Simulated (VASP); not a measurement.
GaSb in VASP 6.6.1, single-point calculation

INCAR

```
PREC = Accurate
LREAL = .FALSE.
NELM = 61
ISIF = 2
NELECT = 18.02
LCHARG = .FALSE.
IBRION = -1
ENCUT = 520
SIGMA = 0.02
LASPH = .TRUE.
NSW = 0
NBANDS = 16
LWAVE = .FALSE.
ISMEAR = -1
EDIFF = 1E-7
GGA = PE
```

KPOINTS

```
KPOINTS created by Atomic Simulation Environment
0
Gamma
8 8 8
0 0 0
```

POSCAR

```
Ga Sb
 1.0000000000000000
     0.0000000000000000    3.0658848221000001    3.1802423260000001
     3.0658848221000001    0.0000000000000000    3.1802423260000001
     3.0658848221000001    3.0658848221000001    0.0000000000000000
 Ga  Sb
   1   1
Cartesian
  0.0000000000000000  0.0000000000000000  0.0000000000000000
  1.5329424110500001  1.5329424110500001  1.5901211629999998
```

The recommended PBE PAW datasets give the neutral cell 18 valence electrons.

Command

```
mpirun -np 1 vasp_std
```

OSZICAR

```
N       E                     dE             d eps       ncg     rms          rms(c)
DAV:   1     0.844451370216E+02    0.84445E+02   -0.85668E+03  1912   0.135E+03
DAV:   2    -0.735086006309E+00   -0.85180E+02   -0.81912E+02  2216   0.306E+02
DAV:   3    -0.719635735402E+01   -0.64613E+01   -0.64450E+01  2264   0.655E+01
DAV:   4    -0.731515887784E+01   -0.11880E+00   -0.11878E+00  2408   0.100E+01
DAV:   5    -0.731777750304E+01   -0.26186E-02   -0.26186E-02  2392   0.130E+00    0.301E+00
DAV:   6    -0.727509743722E+01    0.42680E-01   -0.61753E-02  2640   0.370E+00    0.179E+00
DAV:   7    -0.726381023592E+01    0.11287E-01   -0.36268E-02  2216   0.151E+00    0.343E-01
DAV:   8    -0.726476477288E+01   -0.95454E-03   -0.43550E-03  2488   0.747E-01    0.741E-02
DAV:   9    -0.726523581975E+01   -0.47105E-03   -0.65820E-04  2264   0.214E-01    0.300E-02
DAV:  10    -0.726528080097E+01   -0.44981E-04   -0.50416E-05  2472   0.449E-02    0.795E-03
DAV:  11    -0.726529456923E+01   -0.13768E-04   -0.19165E-05  2232   0.291E-02    0.570E-03
DAV:  12    -0.726529555009E+01   -0.98086E-06   -0.18018E-06  2432   0.965E-03    0.104E-03
DAV:  13    -0.726529540930E+01    0.14079E-06   -0.35930E-08  1736   0.122E-03    0.170E-04
DAV:  14    -0.726529547035E+01   -0.61048E-07   -0.16430E-08  1760   0.961E-04
   1 F= -.72652955E+01 E0= -.72651892E+01  d E =-.212569E-03
```

From OUTCAR

```
k-points           NKPTS =     59   k-points in BZ     NKDIM =     59   number of bands    NBANDS=     16

   NELECT =      18.0200    total number of electrons

   dimension x,y,z NGX =    36 NGY =   36 NGZ =   32
   dimension x,y,z NGXF=    72 NGYF=   72 NGZF=   64

  energy-cutoff  :      520.00
  volume of cell :       59.79
      direct lattice vectors                 reciprocal lattice vectors
     0.000000000  3.065884822  3.180242326    -0.163085057  0.163085057  0.157220724
     3.065884822  0.000000000  3.180242326     0.163085057 -0.163085057  0.157220724
     3.065884822  3.065884822  0.000000000     0.163085057  0.163085057 -0.157220724

 k-points in reciprocal lattice and weights: KPOINTS created by Atomic Simulation Env
   0.00000000  0.00000000  0.00000000       0.002
   0.12500000  0.00000000  0.00000000       0.016
   0.25000000  0.00000000  0.00000000       0.016
   0.37500000  0.00000000  0.00000000       0.016
   0.50000000  0.00000000  0.00000000       0.008
   0.12500000  0.12500000  0.00000000       0.004
   0.25000000  0.12500000  0.00000000       0.016
   0.37500000  0.12500000  0.00000000       0.016
   ...

 E-fermi :   4.7836

 k-point     1 :       0.0000    0.0000    0.0000
  band No.  band energies     occupation
      1     -10.5118      2.00000
      2     -10.5068      2.00000
      3     -10.5068      2.00000
      4     -10.4676      2.00000
      5     -10.4631      2.00000
      6      -6.7443      2.00000
      7       4.1620      2.00000
      8       4.2937      2.00000
      9       4.5089      2.00000
     10       4.5089      2.00000
     11       7.1917      0.00000
     12       7.1917      0.00000
     13       7.2992      0.00000
     14      10.1884      0.00000
     15      12.6195      0.00000
     16      13.2392      0.00000

 k-point     2 :       0.1250    0.0000    0.0000
  band No.  band energies     occupation
      1     -10.5129      2.00000
      2     -10.5075      2.00000
      3     -10.5053      2.00000
      4     -10.4678      2.00000
      5     -10.4631      2.00000
      6      -6.5928      2.00000
      7       2.3839      2.00000
      8       4.1204      2.00000
      9       4.2862      2.00000
     10       5.3099      0.00000
     11       7.5231      0.00000
     12       7.5332      0.00000
     13       7.8315      0.00000
     14      10.9859      0.00000
     15      11.9616      0.00000
     16      12.3990      0.00000

 k-point     3 :       0.2500    0.0000    0.0000
  band No.  band energies     occupation
      1     -10.5202      2.00000
      2     -10.5049      2.00000
      3     -10.5019      2.00000
      4     -10.4682      2.00000
      5     -10.4629      2.00000
      6      -6.1628      2.00000
      7       0.4787      2.00000
      8       3.6742      2.00000
      9       3.8890      2.00000
     10       5.1288      0.00000
     11       8.0233      0.00000
     12       8.0658      0.00000
     13       9.4534      0.00000
     14      11.5487      0.00000
     15      11.9762      0.00000
     16      12.0605      0.00000

 ...

  Total        0.5070321      0.5070321     -0.0896346      0.0000000      0.0000000      0.0000000
  in kB       13.5876433     13.5876433     -2.4020637      0.0000000      0.0000000      0.0000000
  external PRESSURE =       8.2577409 kB  Pullay stress =       0.0000000 kB

 POSITION                                       TOTAL-FORCE (eV/Angst)
 -----------------------------------------------------------------------------------
      0.00000      0.00000      0.00000        -0.000000      0.000000      0.000000
      1.53294      1.53294      1.59012         0.000000      0.000000      0.000000
 -----------------------------------------------------------------------------------
    total drift:                                0.000005      0.000005     -0.000004

  FREE ENERGIE OF THE ION-ELECTRON SYSTEM (eV)
  ---------------------------------------------------
  free  energy   TOTEN  =        -7.2652954703 eV

  energy  without entropy=       -7.2650829009  energy(sigma->0) =       -7.26518919
```

It converged. Results: pressure 0.8 GPa.

The cell is charged and sits in a uniform background.

For comparison, a separate PBE run of the intended cell, on usual settings and not on those above, gives a gap of 0.00 eV on its mesh and a pressure of 0.2 GPa.

The run above took about 74 s on one core of a shared host (Intel Xeon Platinum 8488C) and held 0.23 GiB at most.
